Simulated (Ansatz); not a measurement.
A run of Ansatz 0.2.0:

File input.yaml:

```yaml
crystal:
  lattice:
    - [5.93, 0.0, 0.0]
    - [0.0, 5.93, 0.0]
    - [0.0, 0.0, 6.98]
  atoms:
    - { symbol: Ge, position: [0.375, 0.1667, 0.75] }
    - { symbol: Ge, position: [0.3333, 0.875, 0.5] }
    - { symbol: Ge, position: [0.625, 0.8333, 0.25] }
    - { symbol: Ge, position: [0.6667, 0.125, 0.0] }
    - { symbol: Ge, position: [0.875, 0.3333, 0.5] }
    - { symbol: Ge, position: [0.8333, 0.625, 0.75] }
    - { symbol: Ge, position: [0.125, 0.6667, 0.0] }
    - { symbol: Ge, position: [0.1667, 0.375, 0.25] }
    - { symbol: Ge, position: [0.575, 0.425, 0.25] }
    - { symbol: Ge, position: [0.925, 0.925, 0.5] }
    - { symbol: Ge, position: [0.425, 0.575, 0.75] }
    - { symbol: Ge, position: [0.075, 0.075, 0.0] }
hamiltonian:
  xc: rpbe
  pseudopotentials: { kind: paw }
kpoints:
  mp_grid: { grid: [5, 5, 4] }
scf:
  occupations: { method: fermi_dirac, width: 0.05 }
output:
  forces: true
  stress: true
  eigenvalues: true
  write_density: true
  write_potential: true
  elf: true
  volumetric_format: npy
relax:
  f_tol: 0.01
  max_steps: 40
  cell: { stress_tol: 0.05 }
```

Potentials or basis: Ansatz PAW.

Run with:

```console
$ ansatz run input.yaml --threads 4 --pin off --max-ram 11264MiB --backend cpu --events-out ev --progress --plain --runs-dir out
```

Hardware: 4 threads of Arm Neoverse V1, with other jobs on the host.

**Question.** Estimate the wall time of this run.

**Answer.** It took 2.4 min on 4 threads of Arm Neoverse V1, with other jobs on the host, peak memory 1 GiB. Counts: scf iterations 47, plane waves 5229, k points 18, bands 101, ion steps 8.
